**Q.** I need the band gap of this TiO₂ cell. The atoms are the same in every row, yet the gap triples between the first row and the last. What goes wrong at the top of the table?

Ansatz 0.2.0, scalar-relativistic r2SCAN without spin polarisation, for a six-atom TiO₂ cell (C2/c) with fixed atoms, the PAW set soft_2, an unshifted 8×8×6 k mesh and Gaussian smearing of 0.02 eV. The density cutoff is four times the wave cutoff. The gap on mesh may join two different k points; the direct gap is taken at a single one.

| wave cutoff | gap on mesh (eV) | direct gap on mesh (eV) |
| --- | --- | --- |
| 150 eV | 0.813 | 1.708 |
| 200 eV | 2.702 | 2.839 |
| 250 eV | 2.545 | 2.863 |
| 300 eV | 2.421 | 2.775 |
| 350 eV | 2.438 | 2.791 |
| 380 eV | 2.443 | 2.794 |
| 460 eV | 2.442 | 2.794 |
| 500 eV | 2.441 | 2.793 |
| 520 eV | 2.441 | 2.793 |
| 600 eV | 2.441 | 2.793 |
| 700 eV | 2.441 | 2.793 |

**A.** The basis is too coarse there. The electron states are built from plane waves, and the wave cutoff is the highest kinetic energy that such a wave may have. At 150 eV the shortest wave available is 1.0 Å long; at 500 eV it is about half that. The states on either side of the gap are compact: in TiO₂ the top of the filled band is mainly oxygen 2p, and the bottom of the empty band mainly titanium 3d. Waves of 1 Å can't draw their lobes properly.

**Q.** How large is the damage, in sizes that I can remember?

**A.** More than an electronvolt at 150 eV, a tenth of an electronvolt at 250 eV, a few thousandths at 350 eV. I measure these errors against a run of the same calculation at 850 eV, which lies beyond the end of the table. The direction of the error is less orderly than its size. The gap is too small at 150 eV, too large at 200 and 250 eV, and slightly too small again at 300 eV. From 460 eV on it still falls, but by less than a thousandth of an electronvolt in all.

**Q.** At 150 eV, is it the filled or the empty side that fails?

**A.** Mostly the filled side. The highest filled level lies 1.4 eV too high, while the lowest empty level is only 0.2 eV too low. The first part makes sense, since a compact oxygen state that is denied its short waves is forced into a poorer shape and pays for it in energy. The same reason would fit the empty level at 200 eV, which is too high, but not at 150 eV. Missing waves alone can only raise a level, so something else must pull it down there, and I come to that below. In these two rows the highest filled level also sits at other points of the mesh than it does from 250 eV upward, so the shape of the bands is wrong as well as their spacing.

**Q.** My habit is to raise the cutoff until the gap stops changing. Would that protect me?

**A.** Not if you stop at the first small change. Look at the direct gap on mesh, the smallest distance between a filled and an empty level at the same mesh point. From 200 to 250 eV it changes by only 24 meV, which looks like the start of a plateau. Yet at 250 eV it is still 70 meV too large, and at 200 eV it was closer to its final value than at 250 eV. Its error had crossed zero on the way up from 150 eV, and at 200 eV it happened to be small.

**Q.** What would have warned me?

**A.** The total energy of the same runs. Its change from row to row is listed in the output printed after our conversation. Over that quiet step from 200 to 250 eV it fell by 4.1 eV per atom. A basis whose enlargement still lowers the energy by electronvolts is not finished, however steady a gap may look.

**Q.** Why does the energy give the warning when the gap doesn't?

**A.** Because the energy error has a fixed sign and the gap error has not. The ground-state energy is a minimum over all the shapes that the basis allows. More waves allow more shapes, so the energy goes down. Strictly, this holds only if nothing else changes. Here the cutoff for the density rises too, but the energy still falls at every step. The gap is a difference between two levels. Each level has its own error, and the two can partly cancel. At 200 eV both edges are too high, by 0.25 and 0.51 eV, and the gap shows only the difference.

**Q.** Shouldn't each level at least come down steadily as the basis grows?

**A.** It would if the electrons moved in a fixed potential. In these runs the potential is rebuilt from the electron density, and the density changes with the basis. The numbers show the consequence: between 300 and 460 eV the lowest empty level rises by 37 meV, although it stays at the same mesh point. In a fixed potential that could not happen. The cutoff for the density was raised together with the wave cutoff, so I can't say how much of the rise belongs to each. A changed potential must also be what pulls the empty level down at 150 eV.

**Q.** Can the energy also tell me how large the gap error is?

**A.** Roughly, and the reason is worth following. Suppose that a state in the basis is coupled with strength V to a short wave that was left out, lying higher by an energy T. Including that wave would lower the state by about V²/T. Let w stand for the total strength of all such missing terms. While w is small, I take both errors to be proportional to it:

energy error per atom ≈ a·w, with a positive

gap error ≈ (c − v)·w, with c for the empty edge and v for the filled edge

Here c and v also contain the response of the potential, and that is where the assumption could fail. The short wave enters the state with an amplitude of about V/T, and the density can change in proportion to that amplitude, so a part of the gap error could follow the square root of w. I expect this part to be small, because such a change of the density is mostly a fine ripple, whose effect on a level largely averages out. Dividing one line by the other removes w. If c and v kept their values, the gap error would be a constant share of the energy error and would keep one sign. Here the sign changes, so c − v does not stay constant as different waves are added. The argument therefore gives only a scale: the gap error should shrink about as fast as the energy error, and it can be much smaller where c and v are nearly equal. That its size stays near one share from 150 to 380 eV is an observation, not a result of the argument.

**Q.** How large is that share?

**A.** About 6.5 % in this cell. I took it as an average over the rows from 250 to 380 eV, where the highest filled level stays at one mesh point and the gap error is still large enough to read. Within these four rows the rule misses by a factor of 1.4 at worst.

**Q.** Show me how I would use it at 250 eV, without having seen the 850 eV run.

**A.** Use the last two energy steps. From 150 to 200 eV the energy fell by 15.5 eV per atom, and from 200 to 250 eV by 4.1 eV, so the second step is smaller than the first by a factor of 15.5/4.1 ≈ 3.8. If later steps of equal width keep shrinking like this, what remains is

4.1/3.8 + 4.1/3.8² + … = 4.1/(3.8 − 1) ≈ 1.5 eV per atom.

The 850 eV run puts it at 1.4 eV. Then 6.5 % of 1.5 eV is 0.10 eV, which is the gap error actually found. That agreement flatters the rule, because the 250 eV row helped to set the share, and the share itself came from a comparison with the 850 eV run.

**Q.** Does it work for rows that did not help?

**A.** Fairly well for the two coarsest ones. The rule gives 1.4 eV at 150 eV, where the gap is wrong by 1.6 eV, and 0.36 eV at 200 eV, where it is wrong by 0.26 eV. This is better than the argument promises, since w is hardly small in those rows and the filled edge sits elsewhere on the mesh. If the gap error instead followed the square root of the energy error, as it would if that ripple in the density ruled, the same four rows would predict only 0.12 eV at 150 eV.

**Q.** And where does the rule fail?

**A.** Wherever the errors of the two levels happen to cancel. The direct gap at 200 eV is the clear case: its error is below 1 % of the energy error, against about 5 % in the rows on either side. So a large energy error tells you that the gap may be wrong by several percent of that amount, not that it must be. The share itself belongs to this cell and these potentials. What carries over to another oxide is the reasoning: more compact orbitals or harder potentials need shorter waves, and so a higher cutoff, before the gap settles.

**Q.** Which cutoff should I use, then?

**A.** That depends on what you need. For the gap alone, with the soft potentials used here, 350 eV is already within 3 meV of the 850 eV value, although the program flags every cutoff up to 460 eV as below its recommendation. The total energy at 350 eV is still 60 meV per atom too high, so I would not compare it with an energy computed at another cutoff.

**Q.** And is 2.44 eV the gap of the real material?

**A.** It is the gap that this functional gives on this mesh, for atoms held fixed in a cell that the calculation itself finds stretched. Semilocal functionals such as r2SCAN usually make the gaps of oxides like TiO₂ too small, and the true band edges may lie between the mesh points. More plane waves repair none of this. A column that stays flat over many rows shows that the basis has stopped mattering for the gap, but the other errors are still in the number.

Output of the analysis:

```
Errors against 850 eV and steps from the row before in meV:
     row  energy error per atom  valence edge error  conduction edge error  gap error  direct gap error  gap to energy error %  direct gap to energy error %  energy step per atom  gap step  direct gap step
  150 eV                  21028                1432                 -195.2      -1628             -1085                   7.74                         5.161                   n/a       n/a              n/a
  200 eV                   5557               248.4                  509.6      261.2             45.85                    4.7                        0.8251                -15470      1889             1131
  250 eV                   1442               -28.3                  75.45      103.8             69.85                  7.195                         4.844                 -4115      -157               24
  300 eV                  332.2              -15.93                 -36.19     -20.26            -18.15                  6.098                         5.462                 -1110      -124              -88
  350 eV                  60.28              -3.366                 -6.095     -2.729            -2.146                  4.527                          3.56                -271.9        17               16
  380 eV                  21.17              -2.531                 -0.619      1.912             0.854                  9.032                         4.034                -39.11         5                3
  460 eV                   4.92               0.399                  0.942      0.543             0.854                  11.04                         17.36                -16.25        -1                0
  500 eV                   4.11               0.291                  0.697      0.406            -0.146                  9.878                         3.552                 -0.81        -1               -1
  520 eV                   3.67               0.194                    0.5      0.306            -0.146                  8.338                         3.978                 -0.44         0                0
  600 eV                   1.79              -0.099                  0.072      0.171            -0.146                  9.553                         8.156                 -1.88         0                0
  700 eV                   0.67              -0.132                 -0.031      0.101            -0.146                  15.07                         21.79                 -1.12         0                0
fit of lgap on 4 rows (four): constant -2.666 +/- 0.58, coefficient of lene 0.987 +/- 0.11; rms 0.251, worst 350 eV 0.375, leave-one-out rms 0.555
  rows outside the fit (model, value, miss): 150 eV 7.158, 7.395, -0.237; 200 eV 5.844, 5.565, 0.279; 460 eV -1.094, -0.6106, -0.483; 500 eV -1.271, -0.9014, -0.37; 520 eV -1.383, -1.184, -0.199; 600 eV -2.092, -1.766, -0.326; 700 eV -3.062, -2.293, -0.769
Proportional model, gap error as % of energy error per atom: 6.508
Proportional model, largest miss as a factor in the four rows: 1.438
Square-root model, largest miss as a factor in the four rows: 3.348
Proportional model, size of gap error at 150 eV in meV: 1368
Square-root model, size of gap error at 150 eV in meV: 118.3
Proportional model, size of gap error at 200 eV in meV: 361.7
Energy error at 200 eV over that at 250 eV: 3.854
Rise of valence edge from 250 to 460 eV in meV: 28.7
Rise of conduction edge from 300 to 460 eV in meV: 37.13
Shortest wavelength in the basis at 150 eV in angstrom: 1.001
Shortest wavelength in the basis at 500 eV in angstrom: 0.5485
```
